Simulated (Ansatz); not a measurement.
Write the native input for Ansatz 0.2.0 that does the following.

| Quantity | Value |
| --- | --- |
| Task | single point |
| Functional | PBE |
| Potentials or basis | Ansatz PAW |
| Cutoff | 420 eV (not typed: the program's choice for these potentials) |
| k mesh | 11 × 11 × 6 |
| Occupations | fermi-dirac, width 0.05 eV |
| Spin | collinear spin, ferromagnetic start |
| Starting moments | [6.0, 6.0] μB |
| Fixed moment | 12 μB |

Crystal: Cr.

```
CELL_PARAMETERS angstrom
1.14705 -2.46703 0.00000
1.14705 2.46703 0.00000
0.00000 0.00000 4.06431
ATOMIC_POSITIONS crystal
Cr 0.87053 0.12947 0.75000
Cr 0.12947 0.87053 0.25000
```

This isn't the form of Cr at room conditions, which is bcc.

These files were run (other wordings do the same):

input.yaml

```yaml
crystal:
  lattice:
    - [1.147050505, -2.46702512, 0.0]
    - [1.147050505, 2.46702512, 0.0]
    - [0.0, 0.0, 4.06431074]
  atoms:
    - { symbol: Cr, position: [0.87053258, 0.12946742, 0.75], spin: 6.0 }
    - { symbol: Cr, position: [0.12946742, 0.87053258, 0.25], spin: 6.0 }
hamiltonian:
  xc: pbe
  pseudopotentials: { kind: paw }
magnetization:
  spin_polarized: true
  initial_magnetization: 12.0
  spin_locking: { lock_magnetization: hard }
kpoints:
  mp_grid: { grid: [11, 11, 6] }
scf:
  occupations: { method: fermi_dirac, width: 0.05 }
  lower_state_search: "off"
output:
  forces: true
  stress: true
  eigenvalues: true
```

Potentials or basis: Ansatz PAW.

Command:

```bash
$ ansatz run input.yaml --threads 2 --pin off --max-ram 5632MiB --backend cpu --events-out ev --progress --plain --runs-dir out
```

Results of the run:

```yaml
Pressure: 212.0 GPa
Largest_force: 1.074 eV/Å
Net_moment: 12.00 μB per cell
Absolute_moment: 12.00 μB per cell
Site_moments: Cr +4.35 μB
```

Caveat: a pressure of tens of GPa on the cell as given is suspect, and the run, the potentials or the cell itself is likely at fault; the total moment is fixed, so each spin has its own Fermi level; forces of over 1 eV/Å show positions far from the minimum, so gaps and moduli don't describe the material at rest; the thresholds are loose for stress.

Run time: 6.3 s on 2 threads of Arm Neoverse V1, with other jobs on the host, peak memory 0.38 GiB.
